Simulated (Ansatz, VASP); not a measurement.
**One calculation of SrO, two programs**

File INCAR:

```
PREC = Accurate
ENCUT = 520
EDIFF = 1E-6
ISMEAR = 0
SIGMA = 0.05
LREAL = False
LASPH = True
NELM = 100
ALGO = Normal
ISIF = 2
LWAVE = False
LCHARG = True
GGA = CA
LELF = True
LVHAR = True
NBANDS = 24
```

File KPOINTS:

```
Automatic mesh
0
Gamma
  9 9 6
```

The input POSCAR:

```
SrO
1.0
    4.6175035668      0.0000000000      0.0000000000
   -2.3087517834      3.9988753909      0.0000000000
    0.0000000000      0.0000000000      5.5680425892
Sr O
2 2
Direct
    0.3333333333      0.6666666667      0.9381277000
    0.6666666667      0.3333333333      0.4381277000
    0.3333333333      0.6666666667      0.4368723000
    0.6666666667      0.3333333333      0.9368723000
```

Input for Ansatz:

```yaml
crystal:
  lattice:
    - [4.6175035668, 0.0, 0.0]
    - [-2.3087517834, 3.9988753909, 0.0]
    - [0.0, 0.0, 5.5680425892]
  atoms:
    - { symbol: Sr, position: [0.3333333333, 0.6666666667, 0.9381277] }
    - { symbol: Sr, position: [0.6666666667, 0.3333333333, 0.4381277] }
    - { symbol: O, position: [0.3333333333, 0.6666666667, 0.4368723] }
    - { symbol: O, position: [0.6666666667, 0.3333333333, 0.9368723] }
basis:
  ecutwfc: 420
kpoints:
  mp_grid: { grid: [9, 9, 6] }
hamiltonian:
  xc: lda
scf:
  occupations: { method: gaussian, width: 0.05 }
output:
  forces: true
  stress: true
  eigenvalues: true
```

Change from the starting cell: strain +0.080 along x and y, +0.080 along z, atoms carried along.

Alike in both runs: task single point; functional LDA; k mesh 9 × 9 × 6; occupations gaussian, width 0.05 eV; no spin polarisation.

|  | VASP | Ansatz |
| --- | --- | --- |
| version | VASP 6.6.1 | Ansatz 0.2.0 |
| potentials or method | VASP PAW LDA potentials, release 64 (Sr_sv, O) | scalar-relativistic, plane waves, PAW |
| plane-wave cutoff (eV) | 520 | 420 |
| valence electrons in the cell | 32 | 32 |

```tsv
	VASP	Ansatz	Ansatz less VASP
gap on the k mesh at the Fermi level (eV)	1.79	1.79	+0.002
least direct gap on the mesh (eV)	1.79	1.79	+0.002
pressure (GPa)	-12.7	-12.9	-0.19
largest component of the traceless stress (GPa)	0.79	0.81	+0.015
```

Caveats: an odd mesh through Γ misses points on the zone boundary, where band edges often lie.
